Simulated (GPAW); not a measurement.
## Cu in GPAW: the effect of strain uniaxial z

The system is Cu.

```
CELL_PARAMETERS angstrom
2.53410 0.00000 0.00000
-1.26705 2.19459 0.00000
0.00000 0.00000 3.94807
ATOMIC_POSITIONS crystal
Cu 0.66667 0.33333 0.75000
Cu 0.33333 0.66667 0.25000
```

This isn't the form of Cu at room conditions, which is fcc.

Alike in all runs:

* Program: GPAW 26.7.0
* Task: single point
* Functional: PBEsol
* Potentials or basis: PAW data sets generated in the run's folder for this functional
* Cutoff: 600 eV
* Basis: pw
* k mesh: 12 × 12 × 7
* Occupations: fermi-dirac, width 0.05 eV
* Spin: no spin polarisation
* Maxiter: 150

```tsv
strain uniaxial z	pressure (GPa)
-0.04	8.6
-0.02	?
-0.01	2.4
0	0.6
0.01	-1.0
0.02	-2.5
0.04	-5.1
```

Q: What does the run with strain uniaxial z -0.02 give?

A: Pressure 4.3 GPa.

Worked out: A parabola through the other rows of the pressure, of slope -199 GPa per unit of strain uniaxial z there, gives 4.3 GPa, against the run's 4.3.

Caveats: with this Cu data set, volumes or pressures lay over 1.5 % or 2 GPa off other programs in two to four cells of ten; the density grid can change from cell to cell, which puts small steps into energies and stress.
